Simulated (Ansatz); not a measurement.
A plane-wave DFT run in Ansatz 0.2.0 (scalar-relativistic PAW potentials unless the input names others): input and command.

```yaml
crystal:
  lattice:
    - [9.0, 0.0, 0.0]
    - [0.0, 9.3, 0.0]
    - [0.0, 0.0, 4.4580892711]
  atoms:
    - { symbol: Mg, position: [0.5, 0.5, 0.0], spin: 0.5 }
    - { symbol: S, position: [0.5, 0.5, 0.5], spin: 0.5 }
basis:
  ecutwfc: "58.8 Ry"
kpoints:
  mp_grid: { grid: [1, 1, 14], shift: [0.0, 0.0, 0.5] }
hamiltonian:
  xc: pbe
scf:
  occupations: { method: gaussian, width: 0.05 }
output:
  forces: true
  eigenvalues: true
  stress: true
magnetization:
  spin_polarized: true
accuracy: medium
```

```bash
ansatz run input.yaml --threads 2 --pin off --max-ram 5120MiB --backend cpu --events-out ev --progress --plain --runs-dir out
```

Abridged log:
```
Basis set: ecut = 800.01475563 eV, 19183 PW (Γ), exchange–correlation on 180×180×90 points (8 copies of the dense FFT grid, shifted against one another)
Bands: 13, of which v1, the nominal top of the filled ones, is band 8 counted from 1 (7 counted from 0)
Symmetry: 8 space group operations
k-points: 7 of 14
SCF iter   1: F=—  HF=-2827.980935 eV  |F-HF|=—  |Δ(HF+E_count)|=         —  Δρ=1.77e-2 (↑1.54e-2 ↓1.77e-2) dr2=4.58e0  dr2_m=5.63e-1  M=0.000 μB ∫|m|=0.068 μB  β_m=0.30  ethr=3.10e-3  ⟨swp⟩=7.1  Hψ=1312  notcnv=0
spin=Collinear: Resta preconditioning applied to the charge; magnetization (m = ρ↑ − ρ↓) channel mixes plain (no charge-response kernel on spin).
SCF iter   2: F=—  HF=-2826.767825 eV  |F-HF|=—  |Δ(HF+E_count)|=    1.21e0  Δρ=1.05e-2 (↑9.84e-3 ↓1.05e-2) dr2=8.50e-1  dr2_m=2.80e-1  M=0.000 μB ∫|m|=0.059 μB  β_m=0.30  ethr=3.10e-3  ⟨swp⟩=3.0  Hψ=461  notcnv=0  defer=14
SCF iter   3: F=—  HF=-2826.610361 eV  |F-HF|=—  |Δ(HF+E_count)|=   1.57e-1  Δρ=7.15e-3 (↑7.15e-3 ↓6.72e-3) dr2=1.10e-1  dr2_m=1.40e-1  M=0.000 μB ∫|m|=0.048 μB  β_m=0.30  ethr=3.10e-3  ⟨swp⟩=3.0  Hψ=316  notcnv=0  defer=14
SCF iter   4: F=—  HF=-2826.632607 eV  |F-HF|=—  |Δ(HF+E_count)|=   2.22e-2  Δρ=4.63e-3 (↑4.50e-3 ↓4.63e-3) dr2=1.65e-2  dr2_m=7.01e-2  M=0.000 μB ∫|m|=0.036 μB  β_m=0.30  ethr=6.88e-4  ⟨swp⟩=2.8  Hψ=337  notcnv=0  defer=14
SCF iter   5: F=—  HF=-2826.639615 eV  |F-HF|=—  |Δ(HF+E_count)|=   7.01e-3  Δρ=3.22e-3 (↑3.22e-3 ↓3.20e-3) dr2=2.42e-4  dr2_m=3.51e-2  M=0.000 μB ∫|m|=0.028 μB  β_m=0.30  ethr=1.03e-4  ⟨swp⟩=2.4  Hψ=277  notcnv=0  defer=14
SCF iter   6: F=—  HF=-2826.644417 eV  |F-HF|=—  |Δ(HF+E_count)|=   4.80e-3  Δρ=2.28e-3 (↑2.26e-3 ↓2.28e-3) dr2=3.13e-5  dr2_m=1.76e-2  M=0.000 μB ∫|m|=0.022 μB  β_m=0.30  ethr=1.51e-6  ⟨swp⟩=2.5  Hψ=316  notcnv=0  defer=14
SCF iter   7: F=—  HF=-2826.646746 eV  |F-HF|=—  |Δ(HF+E_count)|=   2.33e-3  Δρ=1.61e-3 (↑1.61e-3 ↓1.61e-3) dr2=3.50e-7  dr2_m=8.86e-3  M=0.000 μB ∫|m|=0.017 μB  β_m=0.30  ethr=1.96e-7  ⟨swp⟩=2.0  Hψ=299  notcnv=0  defer=14
Mixer restart at iter 7: flushing history
spin-set hold released at iteration 7 (site moments contracting): the magnetisation degrees of freedom join the quasi-Newton model from the next iteration; the mixer history was flushed
SCF iter   8: F=—  HF=-2826.647916 eV  |F-HF|=—  |Δ(HF+E_count)|=   1.17e-3  Δρ=1.14e-3 (↑1.14e-3 ↓1.14e-3) dr2=1.61e-7  dr2_m=4.46e-3  M=0.000 μB ∫|m|=0.013 μB  β_m=0.65  ethr=2.19e-9  ⟨swp⟩=3.4  Hψ=353  notcnv=0  defer=14
SCF iter   9: F=—  HF=-2826.649154 eV  |F-HF|=—  |Δ(HF+E_count)|=   1.24e-3  Δρ=3.15e-5 (↑3.15e-5 ↓3.08e-5) dr2=6.75e-9  dr2_m=3.32e-6  M=0.000 μB ∫|m|=0.002 μB  β_m=0.82  ethr=1.00e-9  ⟨swp⟩=4.1  Hψ=452  notcnv=0  defer=14
SCF iter  10: F=—  HF=-2826.649153 eV  |F-HF|=—  |Δ(HF+E_count)|=   8.56e-7  Δρ=1.28e-5 (↑1.20e-5 ↓1.28e-5) dr2=5.33e-9  dr2_m=5.26e-7  M=0.000 μB ∫|m|=0.001 μB  β_m=0.91  ethr=4.22e-11  ⟨swp⟩=12.2  Hψ=1249  notcnv=0
SCF iter  11: F=—  HF=-2826.649154 eV  |F-HF|=—  |Δ(HF+E_count)|=   9.84e-7  Δρ=1.67e-6 (↑1.67e-6 ↓5.09e-7) dr2=3.30e-8  dr2_m=1.39e-9  M=0.000 μB ∫|m|=0.000 μB  β_m=0.85  ethr=3.33e-11  ⟨swp⟩=6.0  Hψ=824  notcnv=0
SCF iter  12: F=—  HF=-2826.649154 eV  |F-HF|=—  |Δ(HF+E_count)|=   5.27e-9  Δρ=8.01e-7 (↑3.69e-7 ↓8.01e-7) dr2=9.55e-9  dr2_m=2.26e-10  M=0.000 μB ∫|m|=0.000 μB  β_m=0.75  ethr=3.33e-11  ⟨swp⟩=4.0  Hψ=489  notcnv=0
SCF iter  13: F=—  HF=-2826.649154 eV  |F-HF|=—  |Δ(HF+E_count)|=   2.08e-9  Δρ=3.43e-7 (↑1.54e-7 ↓3.43e-7) dr2=1.72e-9  dr2_m=4.20e-11  M=0.000 μB ∫|m|=0.000 μB  β_m=0.87  ethr=3.33e-11  ⟨swp⟩=3.0  Hψ=406  notcnv=0
SCF iter  14: F=-2826.649154 eV  HF=-2826.649154 eV  |F-HF|=6.14e-11  |Δ(HF+E_count)|=  4.43e-10  Δρ=7.22e-8 (↑3.34e-8 ↓7.22e-8) dr2=7.80e-11  dr2_m=1.87e-12  M=0.000 μB ∫|m|=0.000 μB  ethr=1.08e-11  ⟨swp⟩=3.0  Hψ=382  notcnv=0
SCF 1 converged in 14 iterations: F = -2826.649154 eV  dr2 = 7.80e-11
WARN: the starting moments were not kept: the SCF closed with an absolute magnetisation of 1.0e-6 μB, where they sum to 1 μB in size (2 sites). That is at most 0.1 of that sum. Measured as dr2_m measures the in/out step, that magnetisation stands 1.5e-13 eV from none, at or under the dr2_threshold of 1.0e-7 eV: it is no larger than a step whose dr2_m would equal this threshold. The system may hold no moment; this SCF shows only that its start led to no more than that. To try another start: raise the starting moments (crystal.atoms[].spin, magnetization.per_species, magnetization.initial_magnet ...
SCF converged after 14 iterations
Magnetization: 0.0000 μB (8.0000 up, 8.0000 down)
Absolute magnetization: 0.0000 μB (∫|ρ↑−ρ↓|, with the PAW one-centre terms)
Spin contamination: 0.0000 ħ² per cell (⟨S²⟩ above its minimum at these occupations)
Per-site moments (μB) at R_I (Å): [(-5.66699897e-8, 0.91948091), (4.38245385e-7, 0.91948091)]
Free energy (F): -2826.649154 eV
Harris-Foulkes:  -2826.649154 eV  (|F-HF|=6.14e-11)
Internal energy: -2826.649154 eV  (E = F + TS)
E sigma→0 (E₀):  -2826.649154 eV
Fermi energy:    -3.105332 eV
--- Forces (eV/Å), atoms counted from 1 ---
  atom   1  Mg     0.00000000     0.00000000     0.00000000
  atom   2  S      0.00000000     0.00000000     0.00000000
--- Stress (GPa, compression-positive) ---
        0.012784       0.000000       0.000000
        0.000000       0.009062       0.000000
        0.000000       0.000000      -0.001423
  P = ⅓ Tr σ = 0.0068 GPa (0.068 kbar)
```

Apart from outputs, empty bands and the relaxation, which only the reference makes, the input differs from a reference run on usual settings in kpoints.mp_grid.shift: not typed → [0.0, 0.0, 0.5]; accuracy: not typed → "medium"; basis.ecutwfc: 420 → "58.8 Ry". The reference, at the same geometry, ended its own course with pressure 0.01 GPa (averaged over a cell that holds vacuum), largest force 0.000 eV/Å, gap on the mesh 2.82 eV. This run converged in 14 SCF iterations with an energy at zero smearing 0.30 meV/atom below the reference's, pressure 0.01 GPa (averaged over a cell that holds vacuum), largest force 0.000 eV/Å, gap on the mesh 2.86 eV.

It took 5.1 s on 2 threads of AMD EPYC 9R45 96-Core Processor (Zen 5) (shared host), peak memory 1 GiB.